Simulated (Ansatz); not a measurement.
# TiAl (Pm-3m) in Ansatz: a series of runs, part 2 of 2

Ansatz 0.2.0.

### Step 5. Relaxation of cell and atoms, PBEsol, target pressure 10 GPa, at which the enthalpy is minimised

input.yaml reads:

```yaml
crystal:
  lattice:
    - [3.179064, 0.0, 0.0]
    - [0.0, 3.179064, 0.0]
    - [0.0, 0.0, 3.179064]
  atoms:
    - { symbol: Ti, position: [0.0, 0.0, 0.0] }
    - { symbol: Al, position: [0.5, 0.5, 0.5] }
kpoints:
  mp_grid: { grid: [8, 8, 8] }
scf:
  occupations: { method: fermi_dirac, width: 0.05 }
hamiltonian:
  xc: pbesol
  pseudopotentials: { kind: all_electron, lapw: { basis_error: 0.001 } }
output:
  forces: true
  stress: true
relax:
  f_tol: 0.02
  max_steps: 60
  cell: { p_target: 10 }
```

Potentials or basis: all-electron LAPW, scalar-relativistic.

Started as:

```console
> ansatz run input.yaml --threads 1 --pin off --max-ram 3072MiB --backend cpu --events-out ev --progress --plain --runs-dir out
```

Output:

```text
Warning: RAYON_NUM_THREADS=1 ignored (pool sized by the plan → 1); use --threads N
The last accepted step is kept in <dir> (removed where the run ends without a failure and the disk answers)
LAPW: plane waves up to 7.570 Å⁻¹, error target 1.0e-3 eV per atom; small_component_spin mean_spin; Al in spheres of 1.210 Å, 11 of its electrons in bands, Dirac shells []; Ti in spheres of 1.460 Å, 12 of its electrons in bands, Dirac shells [] (how accurate: hamiltonian.pseudopotentials.lapw.basis_error, Limitations)
Engine: ansatz 0.2.0, aarch64-unknown-linux-gnu
Pseudopotentials: kind: all_electron
Pseudopotential: Ti, LAPW, valence charge 12, lapw/all_electron/scalar/gaussian/Ti, Koelling and Harmon's equation, gaussian nucleus
Pseudopotential: Al, LAPW, valence charge 11, lapw/all_electron/scalar/gaussian/Al, Koelling and Harmon's equation, gaussian nucleus
Functional definition: PBEsol
  exchange = pbesol_x
  correlation = pbesol_c
Crystal: 2 atoms, lattice volume = 32.129 Å³
Basis set: ecut = 218.33970888376905 eV, 251 PW (Γ), exchange–correlation at level 2
Bands: 16, of which v1, the nominal top of the filled ones, is band 12 counted from 1 (11 counted from 0)
Symmetry: 48 space group operations
Space group: Pm-3m (ITA 221), of the structure as read, at distance tolerance 3.2e-5 Å
k-points: 35 of 512
Non-local potential: Ti, projectors of the file, none
Non-local potential: Al, projectors of the file, none
Initial density: superposition of atomic densities (chi_scale 0.1, normalization cell, long waves kept (reshape's long-wave potential 0.00 eV rms))
Initial wavefunctions: plane waves of lowest kinetic energy (no species holds an atomic orbital)
Functional: x = pbesol(κ = 0.804, μ = 0.12345679012345678), c = pbesol(β = 0.046)
iter 1 solved again at ethr=4.53e-4 eV; its pass at ethr=1.00e-1 eV (dr2=1.04e-1 eV) is discarded
SCF iter   1: F=—  HF=-29802.850987 eV  |F-HF|=—  |Δ(HF+E_count)|=         —  Δρ=2.06e-2  dr2=1.05e-1  ethr=4.53e-4  ⟨swp⟩=2.9  Hψ=3996  notcnv=0
preconditioner: auto → none  [metal: Δε(μ)=0.038 eV  Ē_g=5.547 eV  σ=0.050 eV  W_gap=0.19  n_scr=6 (ndim 8)  ℏωp=17.3 eV  f_vac=0.000  D(μ)=2.71/eV (n_scr^D=26)  sad-step TF]
SCF iter   2: F=—  HF=-29802.759670 eV  |F-HF|=—  |Δ(HF+E_count)|=   9.13e-2  Δρ=1.47e-2  dr2=1.16e-1  ethr=4.53e-4  ⟨swp⟩=2.8  Hψ=1777  notcnv=0
[... 51 lines left out ...]
SCF iter   2: F=-29802.632236 eV  HF=-29802.632236 eV  |F-HF|=1.30e-9  |Δ(HF+E_count)|=   5.84e-8  Δρ=4.47e-6  dr2=3.32e-9  ethr=4.95e-11  ⟨swp⟩=2.0  Hψ=1574  notcnv=0
SCF 5 converged in 2 iterations: F = -29802.632236 eV  dr2 = 3.32e-9
relax step   5: F+E_penalty+E_count = -29802.63223599 eV  Δ(F+E_penalty+E_count) = +9.227e-4 eV  max|allowed force component| = 6.677e-32 eV/Å  Δτ_max = 0.0000 Å  P = +9.999 GPa  Ω = 29.231 Å³  (2 SCF iters, accepted)
iter 1 solved again at ethr=1.45e-11 eV; its pass at ethr=1.00e-1 eV (dr2=3.32e-9 eV) is discarded
SCF iter   1: F=—  HF=-29802.632235 eV  |F-HF|=—  |Δ(HF+E_count)|=         —  Δρ=4.47e-6  dr2=3.32e-9  ethr=1.45e-11  ⟨swp⟩=2.1  Hψ=2623  notcnv=0
SCF iter   2: F=-29802.632235 eV  HF=-29802.632235 eV  |F-HF|=1.25e-9  |Δ(HF+E_count)|=   5.76e-8  Δρ=2.22e-6  dr2=6.90e-10  ethr=1.45e-11  ⟨swp⟩=2.0  Hψ=1574  notcnv=0
SCF 6 converged in 2 iterations: F = -29802.632235 eV  dr2 = 6.90e-10
relax step   6: F+E_penalty+E_count = -29802.63223508 eV  Δ(F+E_penalty+E_count) = +9.101e-7 eV  max|allowed force component| = 7.396e-32 eV/Å  Δτ_max = 0.0000 Å  P = +9.999 GPa  Ω = 29.231 Å³  stress off target by 1.45e-3 GPa  SCF on the basis re-selected at this cell (its energy is not comparable with the rows above)  (2 SCF iters)
basis re-selected at this cell: Δ(F+E_penalty+E_count) = +9.101e-7 eV, ΔP = -0.000 GPa vs the last step (what re-selecting the basis moved, after the strain that the cell walked since its last selection, with what the two solves' SCF thresholds leave and, on support functions, any second-order correction that the steps lacked; it is no measure of the basis error at this ecutwfc). This SCF's stress stands 1.45e-3 GPa from its target on what of the cell is left free (relax.cell.stress_tol is 5.00e-2 GPa) and its largest allowed force component is 7.40e-32 eV/Å (relax.f_tol is 2.00e-2 eV/Å): within both
SCF converged after 2 iterations
Free energy (F): -29802.632235 eV
Harris-Foulkes:  -29802.632235 eV  (|F-HF|=1.25e-9)
Internal energy: -29802.612017 eV  (E = F + TS)
E sigma→0 (E₀):  -29802.622126 eV
Entropy (-TS):   -0.020219 eV (-10.109 meV/atom)
Fermi energy:    13.952109 eV
--- Per-component energies (eV) ---
  E_band       = -600.328191
  E_kinetic    = 30040.737418
  E_xc         = -1618.323338
  E_electrostatic = -58225.026096  (all electrons and nuclei)
  E_smearing   = -0.020219  (= −TS)
  E_closure    = 0.000000  (closes the sum)
  E_atoms      = -29790.843840  (free atoms, spherical and without spin; not in F)
  Σ components = -29802.632235   (vs F -29802.632235, Δ=0.00e0)
  Basis errors (estimates in eV, not in F): energy 2.3e-4 per atom: plane waves 2.0e-4 (1.1e-4 summed), levels above the bands 6.7e-30, relativity 4.5e-9, radial functions 3.0e-5, core shells 4.8e-8; eigenvalues (radial functions only) 1.2e-6; not estimated: angular momenta, meshes, grids; target (lapw.basis_error) 1.0e-3; muffin-tin radii Al 1.173 Å, Ti 1.415 Å
--- Forces (eV/Å), atoms counted from 1 ---
  atom   1  Ti    -0.00000000    -0.00000000    -0.00000000
  atom   2  Al    -0.00000000    -0.00000000     0.00000000
  max |Σ_I F_I| component: 1.31e-31 eV/Å
--- Stress (GPa, compression-positive) ---
        9.998545      -0.000000      -0.000000
       -0.000000       9.998545       0.000000
       -0.000000       0.000000       9.998545
  P = ⅓ Tr σ = 9.9985 GPa (99.985 kbar)
--- Relaxed structure (5 steps of the walk, 5 accepted, 1 SCFs on fresh bases) ---
  F+E_penalty+E_count = -29802.63223508 eV   max|allowed force component| = 7.396e-32 eV/Å   (the final SCF, on the basis selected at the relaxed cell)
  cell:  # Å, volume = 29.2310 Å³
    - [3.0804534370130794, -1.4243856880363933e-34, 3.41050094318573e-35]
    - [-1.4243856880363933e-34, 3.0804534370130794, 6.419766481290786e-35]
    - [3.41050094318573e-35, 6.419766481290786e-35, 3.0804534370130794]
  atoms:
    - { symbol: Ti, position: [6.462044406822421e-34, -1.1990121457971277e-35, -1.0096944385660026e-35] }
    - { symbol: Al, position: [0.5, 0.5, 0.5] }
```

Run time: 18 s. Hardware: 1 thread of Arm Neoverse V1, shared host; peak memory 0.27 GiB.

What came out:

```yaml
Free_energy: -29802.6322 eV
Relaxed_volume: 14.62 Å³/atom
Relaxed_cell: a = 3.080 Å, b = 3.080 Å, c = 3.080 Å, α = 90.00°, β = 90.00°, γ = 90.00°
Space_group_after_relaxing_to_0.05_Å: Pm-3m (No. 221)
Energy_change_on_relaxing_the_enthalpy_is_what_falls: +30.1 meV/atom
Ionic_steps: 6
Pressure_after_relaxing: 10.0 GPa
```

Step by step:
```tsv
step	energy change (eV)	largest force (eV/Å)	volume (Å³)
1	0.0000	0.0000	32.13
2	0.2080	0.0000	27.62
3	0.0477	0.0000	29.44
4	0.0592	0.0000	29.25
5	0.0601	0.0000	29.23
6	0.0601	0.0000	29.23
```

Final structure:
```yaml
crystal:
  lattice:
    - [3.08045, 0.00000, 0.00000]
    - [0.00000, 3.08045, 0.00000]
    - [0.00000, 0.00000, 3.08045]
  atoms:
    - { symbol: Ti, position: [0.00000, 0.00000, 0.00000] }
    - { symbol: Al, position: [0.50000, 0.50000, 0.50000] }
```

### Step 6. The reference run

An earlier run on the cell as given: functional PBEsol; potentials or basis all-electron LAPW, scalar-relativistic; cutoff 205 eV (chosen from the basis error); basis error allowed 0.001 eV/atom; k mesh 8 × 8 × 8; occupations fermi-dirac, width 0.05 eV; no spin polarisation.

* Pressure: -2.4 GPa
* Band gap on the k mesh: none (metal or under the smearing width)
* Loewdin charges: Ti +0.51; Al -0.43 e

### Step 7. Summary

```tsv
task	cell	cutoff (eV)	gap on the mesh (eV)	pressure (GPa)
single point	strain_z_fixed_volume = 0	205	none	-2.4
relaxation of cell and atoms	relaxed	-	-	0.0
relaxation of cell and atoms	relaxed to 5 GPa	-	-	5.0
relaxation of cell and atoms	relaxed to 10 GPa	-	-	10.0
single point	as given	205	none	-2.4
```

Alike in all rows: level PBEsol; potentials or basis all-electron LAPW, scalar-relativistic; no spin polarisation; k mesh 8 × 8 × 8; smearing fermi-dirac 0.05 eV; basis error allowed 0.001 eV/atom.

Compare energies only between runs with the same functional and basis.
